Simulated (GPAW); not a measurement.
Runs of GPAW 26.7.0 on MoS2. It takes space group P6_3/mmc (No. 194, hexagonal). Conventional cell: a = 3.169 Å, b = 3.169 Å, c = 12.324 Å, α = 90.00°, β = 90.00°, γ = 120.00°. Mo (site symmetry -6m2) is surrounded by 6 S at 2.41 Å. Around S (site symmetry 3m) lie 3 Mo at 2.41 Å. 

```csv
task,level,potentials or basis,U,cell,k mesh,band path,band points,data set,optimizer,fmax,gap on the mesh (eV),pressure (GPa),largest force (eV/Å)
band structure,LDA,"the program's PAW data sets (release 1.2.1) made for this functional, newer versions, pw",-,as given,6 × 6 × 2,"GMKGALHA,LM,KH",100,S v3,-,-,0.81,-6.1,0.53
relaxation of cell and atoms,PBE+D4,"GPAW PAW data sets (gpaw-data 1.2.1), pw",-,relaxed,6 × 6 × 2,-,-,-,LBFGS,0.05 eV/Å,0.87,0.0,0.02
band structure,PBE+U,"GPAW PAW data sets (gpaw-data 1.2.1), pw",Mo d U = 3.5 eV,as given,6 × 6 × 2,"GMKGALHA,LM,KH",60,-,-,-,0.96,2.5,(a)
single point,TB-mBJ,"GPAW PAW data sets for LDA (gpaw-data 1.2.1), pw",-,as given,6 × 6 × 2,-,-,-,-,-,(c),-,-
single point,PBE,"GPAW PAW data sets (gpaw-data 1.2.1), pw",-,as given,10 × 10 × 3,-,-,-,-,-,0.92,(d),(b)
```

Alike in all rows: no spin polarisation; cutoff (eV) 600; smearing fermi-dirac 0.05 eV.

Problem. Fill in the values left out.

Solution. (a) 0.01; (b) 0.06; (c) 1.12; (d) 1.9.

Caveats: this functional lacks dispersion, which binds the layers, so the pressure and a relaxed spacing across them are unreliable (some runs); later steps reuse the first step's grids (some runs); a model potential gives levels but no total energy (some runs); the PAW data sets were made with another functional, which shifts forces and pressure a little (some runs); an odd mesh through Γ misses points on the zone boundary, where band edges often lie (some runs).

A k mesh can miss the band edges, and the runs leave out spin-orbit coupling on Mo.

Not every run made on this cell is shown here.
